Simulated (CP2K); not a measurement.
The system is Cd.

```
Cd
1.0
     2.97887    0.00000    0.00000
    -1.48944    2.57978    0.00000
     0.00000    0.00000    5.61765
Cd
2
Direct
  0.66667 0.33333 0.75000
  0.33333 0.66667 0.25000
```

Base run:

| Quantity | Value |
| --- | --- |
| Program | CP2K 2026.2 |
| Functional | PW91 |
| Potentials or basis | POTENTIAL_UZH Cd GTH-PBE-q12; TZVP-MOLOPT-PBE-GTH basis |
| Density cutoff | 9184 eV |
| k mesh | 10 × 10 × 5 |
| Occupations | fermi-dirac, width 0.05 eV |
| Spin | no spin polarisation |

Its results: band gap on the k mesh none (metal or under the smearing width); pressure 3.3 GPa.

Question: After a change of settings the same cell gave: band gap on the k mesh none (metal or under the smearing width); pressure -1.0 GPa. Which change was it?
A. functional from PW91 to PBE
B. functional from PW91 to PBEsol
C. functional from PW91 to LDA
D. functional from PW91 to HLE16

Answer: B.

PBEsol binds more tightly than PW91, so the same cell stands under less pressure.

Caveats: the potentials were made for another functional, which shifts forces and pressure; the basis of atomic orbitals isn't converged, which shifts pressures, moduli and gaps.
